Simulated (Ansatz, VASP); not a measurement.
Two plane-wave programs on Ge

INCAR

```
PREC = Accurate
ENCUT = 520
EDIFF = 1E-7
ISMEAR = -1
SIGMA = 0.05
LREAL = False
LASPH = True
NELM = 100
ALGO = Normal
ISIF = 2
LWAVE = False
LCHARG = False
GGA = PS
NBANDS = 21
```

KPOINTS

```
Automatic mesh
0
Gamma
  8 8 8
```

POSCAR

```
Ge
1.0
    0.0000000000      2.8843929095      2.8843929095
    2.8843929095      0.0000000000      2.8843929095
    2.8843929095      2.8843929095      0.0000000000
Ge
2
Direct
    0.7500000000      0.7500000000      0.7500000000
    0.5000000000      0.5000000000      0.5000000000
```

The input input.yaml:

```yaml
crystal:
  lattice:
    - [0.0, 2.8843929095, 2.8843929095]
    - [2.8843929095, 0.0, 2.8843929095]
    - [2.8843929095, 2.8843929095, 0.0]
  atoms:
    - { symbol: Ge, position: [0.75, 0.75, 0.75] }
    - { symbol: Ge, position: [0.5, 0.5, 0.5] }
hamiltonian:
  xc: pbesol
  pseudopotentials: { kind: paw }
kpoints:
  mp_grid: { grid: [8, 8, 8] }
scf:
  occupations: { method: fermi_dirac, width: 0.05 }
output:
  forces: true
  stress: true
  eigenvalues: true
```

Change from the starting cell: volume scaled by 1.06.

Alike in both runs: task single point; functional PBEsol; k mesh 8 × 8 × 8; occupations fermi-dirac, width 0.05 eV; no spin polarisation.

```csv
,VASP,Ansatz
version,VASP 6.6.1,Ansatz 0.2.0
potentials or method,"VASP PAW PBE potentials, release 64 (Ge_d)",Ansatz PAW
plane-wave cutoff (eV),520,420
valence electrons in the cell,28,28
```

Ansatz gave:

```
gap on the k mesh at the Fermi level (eV) : none
pressure (GPa)                            : -2.9
```

Problem. What did VASP give for the same quantities?

Solution. gap on the k mesh at the Fermi level (eV): none; pressure (GPa): -3.0.

A gap of «none» marks a metal or a gap that the smearing closes.

Caveats: the PAW data sets were made with another functional, which shifts forces and pressure a little (VASP); the PAW data sets come from PBE, with cores solved anew for the run's functional, which leaves a small shift of forces and pressure (Ansatz).
